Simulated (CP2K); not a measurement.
Al2O3, 5 atoms in the cell. It takes space group P-3m1 (No. 164, trigonal). Conventional cell: a = 3.017 Å, b = 3.017 Å, c = 7.575 Å, α = 90.00°, β = 90.00°, γ = 120.00°. Al (site symmetry 3m) is surrounded by 4 O at 1.68 to 1.84 Å. Around O (site symmetry -3m) lie 2 Al at 1.68 Å. O (site symmetry 3m) has 3 Al at 1.84 Å as nearest neighbours. Measurements of this composition are mostly on another form, of space group No. 167.

- Program: CP2K 2026.2
- Task: single point
- Functional: PBE
- Potentials or basis: POTENTIAL_UZH Al GTH-PBE-q3, O GTH-PBE-q6; TZVP-MOLOPT-PBE-GTH basis
- Density cutoff: 8163 eV
- k mesh: 10 × 10 × 4
- Occupations: fermi-dirac, width 0.05 eV
- Spin: no spin polarisation
- SCF solver: diagonalisation with k points
- Quickstep method: GPW
- EPS_DEFAULT: 1.0E-10
- EPS_SCF: 1.0E-6
- MAX_SCF: 100
- SCF_GUESS: ATOMIC
- k points reduced by the point group: yes
- Mesh centred on Gamma: yes
- CHOLESKY: OFF
- EPS_EIGVAL: 1.0E-7
- MIXING METHOD: BROYDEN_MIXING
- MIXING ALPHA: 0.4
- NBUFFER: 8
- NGRIDS: 4
- Basis sets: Al TZVP-MOLOPT-PBE-GTH-q3, O TZVP-MOLOPT-PBE-GTH-q6
- Potentials: Al GTH-PBE-q3 of POTENTIAL_UZH, O GTH-PBE-q6 of POTENTIAL_UZH
- ADDED_MOS: [16]
- MPI ranks: 3
- REL_CUTOFF (Ry): 60 Ry
- MIXING BETA (1/bohr): 1.5 1/bohr
- CUTOFF of the grids: 600 Ry

Potentials or basis: POTENTIAL_UZH Al GTH-PBE-q3, O GTH-PBE-q6; TZVP-MOLOPT-PBE-GTH basis.

Command:

```bash
$ OMP_NUM_THREADS=1 mpirun -n 3 cp2k.psmp -i al2o3_scf.inp -o al2o3_scf.out
```

Hardware: 3 MPI ranks on Arm Neoverse N1, with other jobs on the host.

Q: Estimate the wall time of this run.

A: Wall time 68 s on 3 MPI ranks on Arm Neoverse N1, on a shared host. Counts: scf iterations 19, k points 50, basis 85, bands 28, force evaluations 1.
